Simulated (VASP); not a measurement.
# Si in VASP: one cell, several levels of theory, part 1 of 2

What does VASP give for diamond Si, under +2.0 % equal strain in all directions, the cell held fixed? Runs: PBE, r2SCAN. The results are then set beside those of Ansatz 0.2.0 for the same cell.

Code: VASP 6.6.1. PAW datasets, plane waves. Spin-unpolarised throughout; all numbers are computed.

**1. The system as given**

The cell comes from an earlier relaxation with r2SCAN in another program.

The symmetry is Fd-3m (No. 227, cubic); conventional cell a = 5.553 Å, 21.41 Å³ an atom. Around Si lie 4 Si at 2.40 Å.

Coordinates:

Space group Fd-3m:1 (No. 227). a = 5.553 Å, b = 5.553 Å, c = 5.553 Å, α = 90.00°, β = 90.00°, γ = 90.00°
```tsv
atom	site	symmetry	x	y	z
Si	8b	-43m	0.0000	0.0000	0.5000
```

**2. Single point with PBE**

Contents of INCAR:

```
ENCUT = 520.000000
SIGMA = 0.020000
EDIFF = 1.00e-07
GGA = PE
PREC = Accurate
IBRION = -1
ISIF = 2
ISMEAR = -1
NBANDS = 11
NELM = 120
NSW = 0
LASPH = .TRUE.
LCHARG = .FALSE.
LWAVE = .FALSE.
LREAL = .FALSE.
```

Contents of KPOINTS:

```
KPOINTS created by Atomic Simulation Environment
0
Gamma
8 8 8
0 0 0
```

Contents of KPOINTS_OPT:

```
special points
7
Reciprocal
0.0000000000 0.0000000000 0.0000000000 1
0.5000000000 0.0000000000 0.5000000000 1
0.6250000000 0.2500000000 0.6250000000 1
0.3750000000 0.3750000000 0.7500000000 1
0.5000000000 0.5000000000 0.5000000000 1
0.5000000000 0.2500000000 0.7500000000 1
0.0000000000 0.4166670000 0.4166670000 1
```

Contents of POSCAR:

```
Si
 1.0000000000000000
     0.0000000000000000    2.7765612735000000    2.7765612735000000
     2.7765612735000000    0.0000000000000000    2.7765612735000000
     2.7765612735000000    2.7765612735000000    0.0000000000000000
 Si
   2
Cartesian
  0.0000000000000000  0.0000000000000000  0.0000000000000000
  1.3882806367499998  1.3882806367499998  1.3882806367499998
```

Potentials: the recommended PBE PAW datasets, 8 valence electrons in the neutral cell.

Launch:

```bash
mpirun -np 1 vasp_std
```

Standard output, without the iteration lines:

```text
POSCAR found type information on POSCAR Si
 POSCAR found :  1 types and       2 ions
 LDA part: xc-table for (Slater+PW92), standard interpolation
 POSCAR, INCAR and KPOINTS ok, starting setup
 FFT: planning ... GRIDC
 FFT: planning ... GRID_SOFT
 FFT: planning ... GRID
 WAVECAR not read
 entering main loop
 Start KPOINTS_OPT (optional k-point list driver)
k-point batch [1-7\7]
```

OSZICAR:

```text
N       E                     dE             d eps       ncg     rms          rms(c)
DAV:   1     0.614610726878E+01    0.61461E+01   -0.31815E+03   638   0.560E+02
DAV:   2    -0.103998890236E+02   -0.16546E+02   -0.15620E+02   849   0.799E+01
DAV:   3    -0.109627186072E+02   -0.56283E+00   -0.56148E+00   819   0.126E+01
DAV:   4    -0.109673739319E+02   -0.46553E-02   -0.46549E-02   758   0.147E+00
DAV:   5    -0.109674247838E+02   -0.50852E-04   -0.50851E-04   807   0.141E-01    0.447E+00
DAV:   6    -0.108688948386E+02    0.98530E-01   -0.52862E-02   712   0.947E-01    0.271E+00
DAV:   7    -0.108214404042E+02    0.47454E-01   -0.10824E-01   704   0.147E+00    0.143E-01
DAV:   8    -0.108227692249E+02   -0.13288E-02   -0.51667E-03   722   0.380E-01    0.761E-02
DAV:   9    -0.108230026846E+02   -0.23346E-03   -0.23694E-04   800   0.906E-02    0.540E-02
DAV:  10    -0.108230243463E+02   -0.21662E-04   -0.18481E-05   767   0.251E-02    0.415E-03
DAV:  11    -0.108230253833E+02   -0.10369E-05   -0.20950E-06   781   0.744E-03    0.289E-03
DAV:  12    -0.108230255303E+02   -0.14705E-06   -0.44571E-07   719   0.414E-03    0.166E-03
DAV:  13    -0.108230255778E+02   -0.47493E-07   -0.37353E-09   462   0.427E-04
   1 F= -.10823026E+02 E0= -.10823026E+02  d E =-.192495E-09
       N       E                     dE             ncg
DAV:   1     0.415741197627E+03   -0.15579E+04      154
DAV:   2     0.295860541887E+03   -0.11988E+03      200
DAV:   3     0.291933246300E+03   -0.39273E+01      203
DAV:   4     0.291909059268E+03   -0.24187E-01      195
DAV:   5     0.291908794220E+03   -0.26505E-03      227
DAV:   6     0.291908790842E+03   -0.33781E-05      189
DAV:   7     0.291908790783E+03   -0.58727E-07      224
```

The lines after F= are the extra pass for the points of KPOINTS_OPT, at fixed density; their E is not a total energy.

Parts of OUTCAR:

```text
k-points           NKPTS =     29   k-points in BZ     NKDIM =     29   number of bands    NBANDS=     11

   NELECT =       8.0000    total number of electrons

   dimension x,y,z NGX =    30 NGY =   30 NGZ =   30
   dimension x,y,z NGXF=    60 NGYF=   60 NGZF=   60

  energy-cutoff  :      520.00
  volume of cell :       42.81
      direct lattice vectors                 reciprocal lattice vectors
     0.000000000  2.776561274  2.776561274    -0.180078864  0.180078864  0.180078864
     2.776561274  0.000000000  2.776561274     0.180078864 -0.180078864  0.180078864
     2.776561274  2.776561274  0.000000000     0.180078864  0.180078864 -0.180078864

 k-points in reciprocal lattice and weights: KPOINTS created by Atomic Simulation Env
   0.00000000  0.00000000  0.00000000       0.002
   0.12500000  0.00000000  0.00000000       0.016
   0.25000000  0.00000000  0.00000000       0.016
   0.37500000  0.00000000  0.00000000       0.016
   0.50000000  0.00000000  0.00000000       0.008
   0.12500000  0.12500000  0.00000000       0.012
   0.25000000  0.12500000  0.00000000       0.047
   0.37500000  0.12500000  0.00000000       0.047
[... 21 more k-points ...]

 E-fermi :   5.5257

 k-point     1 :       0.0000    0.0000    0.0000
  band No.  band energies     occupation
      1      -6.3399      2.00000
      2       5.1710      2.00000
      3       5.1710      2.00000
      4       5.1710      2.00000
      5       7.7061      0.00000
      6       7.7061      0.00000
      7       7.7061      0.00000
      8       7.7911      0.00000
      9      12.8534      0.00000
     10      12.8534      0.00000
     11      12.8725      0.00000

 k-point     2 :       0.1250    0.0000    0.0000
  band No.  band energies     occupation
      1      -6.1474      2.00000
      2       3.5867      2.00000
      3       4.9015      2.00000
      4       4.9015      2.00000
      5       7.4588      0.00000
      6       8.1033      0.00000
      7       8.1033      0.00000
      8       9.3345      0.00000
      9      12.3988      0.00000
     10      12.3988      0.00000
     11      13.6241      0.00000

 k-point     3 :       0.2500    0.0000    0.0000
  band No.  band energies     occupation
      1      -5.5870      2.00000
      2       1.3601      2.00000
      3       4.4549      2.00000
      4       4.4549      2.00000
      5       6.9676      0.00000
      6       8.6201      0.00000
      7       8.6201      0.00000
      8      11.5539      0.00000
      9      12.3380      0.00000
     10      12.3380      0.00000
     11      13.9611      0.00000

 k-point     4 :       0.3750    0.0000    0.0000
  band No.  band energies     occupation
      1      -4.7535      2.00000
      2      -0.5481      2.00000
      3       4.1408      2.00000
      4       4.1408      2.00000
      5       6.6044      0.00000
      6       8.6212      0.00000
      7       8.6212      0.00000
      8      12.8898      0.00000
      9      13.6159      0.00000
     10      13.6159      0.00000
     11      14.3141      0.00000

 k-point     5 :       0.5000    0.0000    0.0000
  band No.  band energies     occupation
      1      -4.1729      2.00000
      2      -1.4950      2.00000
      3       4.0327      2.00000
      4       4.0327      2.00000
      5       6.4767      0.00000
      6       8.5339      0.00000
      7       8.5339      0.00000
      8      12.8080      0.00000
      9      15.5476      0.00000
     10      15.5476      0.00000
     11      15.9834      0.00000

 k-point     6 :       0.1250    0.1250    0.0000
  band No.  band energies     occupation
      1      -6.0824      2.00000
      2       3.7689      2.00000
      3       4.4248      2.00000
      4       4.4248      2.00000
      5       7.1877      0.00000
      6       8.7688      0.00000
      7       8.7688      0.00000
      8       8.9844      0.00000
      9      11.6223      0.00000
     10      13.1424      0.00000
     11      13.9058      0.00000

 k-point     7 :       0.2500    0.1250    0.0000
  band No.  band energies     occupation
      1      -5.6408      2.00000
      2       1.9919      2.00000
      3       3.9416      2.00000
      4       3.9803      2.00000
      5       7.3019      0.00000
      6       8.5995      0.00000
      7       9.5057      0.00000
      8       9.8675      0.00000
      9      12.2426      0.00000
     10      13.2922      0.00000
     11      14.8982      0.00000

 k-point     8 :       0.3750    0.1250    0.0000
  band No.  band energies     occupation
      1      -4.8774      2.00000
      2       0.0530      2.00000
      3       3.4134      2.00000
      4       3.6831      2.00000
      5       7.3411      0.00000
      6       8.6546      0.00000
      7       9.5573      0.00000
      8      10.5471      0.00000
      9      14.2504      0.00000
     10      14.3287      0.00000
     11      14.6497      0.00000

 k-point     9 :       0.5000    0.1250    0.0000
  band No.  band energies     occupation
      1      -4.0856      2.00000
      2      -1.3076      2.00000
      3       2.9941      2.00000
      4       3.6998      2.00000
      5       7.2485      0.00000
      6       8.6073      0.00000
      7       9.2430      0.00000
      8      12.3286      0.00000
      9      13.9919      0.00000
     10      15.4408      0.00000
     11      16.2700      0.00000

 k-point    10 :      -0.3750    0.1250    0.0000
  band No.  band energies     occupation
      1      -4.3078      2.00000
      2      -0.9661      2.00000
      3       2.8326      2.00000
      4       3.9742      2.00000
      5       7.3638      0.00000
      6       8.7470      0.00000
      7       9.0178      0.00000
      8      12.7932      0.00000
      9      13.1478      0.00000
     10      14.1349      0.00000
     11      16.0058      0.00000

 k-point    11 :      -0.2500    0.1250    0.0000
  band No.  band energies     occupation
      1      -5.1638      2.00000
      2       0.6715      2.00000
      3       2.9943      2.00000
      4       4.4342      2.00000
      5       7.6756      0.00000
      6       8.7903      0.00000
      7       8.9580      0.00000
      8      11.1832      0.00000
      9      11.6519      0.00000
     10      14.6613      0.00000
     11      14.9163      0.00000

[... the tables of k-points 12 to 29 left out ...]

  Total       -0.9897358     -0.9897358     -0.9897358      0.0000000      0.0000000     -0.0000000
  in kB      -37.0406050    -37.0406050    -37.0406050      0.0000000      0.0000000     -0.0000000
  external PRESSURE =     -37.0406050 kB  Pullay stress =       0.0000000 kB

 POSITION                                       TOTAL-FORCE (eV/Angst)
 -----------------------------------------------------------------------------------
      0.00000      0.00000      0.00000        -0.000000     -0.000000     -0.000000
      1.38828      1.38828      1.38828         0.000000      0.000000      0.000000
 -----------------------------------------------------------------------------------
    total drift:                               -0.000000     -0.000000     -0.000000

  FREE ENERGIE OF THE ION-ELECTRON SYSTEM (eV)
  ---------------------------------------------------
  free  energy   TOTEN  =       -10.8230255778 eV

  energy  without entropy=      -10.8230255776  energy(sigma->0) =      -10.82302558
```

Hardware: 1 MPI rank of Intel Xeon Platinum 8488C, shared host.

The levels at the points of KPOINTS_OPT are read from vasprun.xml.

Near the gap, in eV above the top of the last filled band v; c is the band after it:

```
point    v−1      v     c   c+1
    Γ   0.00   0.00  2.54  2.54
    X  -2.68  -2.68  0.83  0.83
    U  -3.99  -2.28  1.29  4.07
    K  -3.99  -2.28  1.29  4.07
    L  -1.14  -1.14  1.31  3.36
    W  -3.57  -3.57  4.27  4.27
```

Gap with PBE: 0.69 eV, valence top at Γ, conduction bottom at (0.00, 0.42, 0.42). Least direct gap: 2.44 eV. The pressure is -3.70 GPa; the forces vanish within 0.01 eV/Å.

(Continued in part 2 of 2.)
